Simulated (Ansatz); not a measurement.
**TiSi2 under changes of volume**

One of the cells (13.981 Å³/atom); the others are scaled copies at fixed shape and fractional positions:

```
Ti Si
1.0
     0.00000    4.11752    4.26290
     2.38951    0.00000    4.26290
     2.38951    4.11752    0.00000
Ti Si
2 4
Direct
  0.75000 0.75000 0.75000
  0.50000 0.50000 0.50000
  0.41257 0.08743 0.41257
  0.08743 0.41257 0.08743
  0.16257 0.83743 0.16257
  0.83743 0.16257 0.83743
```

The cell is a database's computed one.

| Property | Result |
| --- | --- |
| Program | Ansatz 0.2.0 |
| Functional | PBE |
| Potentials or basis | all-electron LAPW, scalar-relativistic |
| Cutoff | 238 eV (chosen from the basis error) |
| Basis error allowed | 0.001 eV/atom |
| k mesh | 7 × 7 × 7 |
| Occupations | fermi-dirac, width 0.05 eV |
| Spin | no spin polarisation |

| volume (Å³/atom) | energy over the lowest point (meV/atom) | pressure (GPa) | largest force (eV/Å) |
| --- | --- | --- | --- |
| 13.142 | 38.32 | 12.8 | 0.061 |
| 13.421 | 19.53 | 8.8 | 0.046 |
| 13.701 | 7.30 | 5.3 | 0.033 |
| 13.981 | 0.99 | 2.1 | 0.021 |
| 14.260 | 0.00 | -0.8 | 0.010 |
| 14.540 | 3.81 | -3.4 | 0.000 |
| 14.820 | ? | ? | ? |

Question: What does the run at 14.820 Å³/atom give?

Answer: Energy over the lowest point 11.92 meV/atom; pressure -5.8 GPa; largest force 0.008 eV/Å.

Worked out: A Birch-Murnaghan fit of order 3 (a polynomial in V^(-2/3)) to the other rows has its minimum at 14.17 Å³/atom with B0 = V·E''(V) = 143 GPa and B' = 4.4 at fixed shape and positions, which overstates the stiffness. It gives 11.92 meV/atom at 14.820 Å³/atom, against the run's 11.92, and -dE/dV = -5.8 GPa, against -5.8.

Energies are extrapolated to zero smearing.
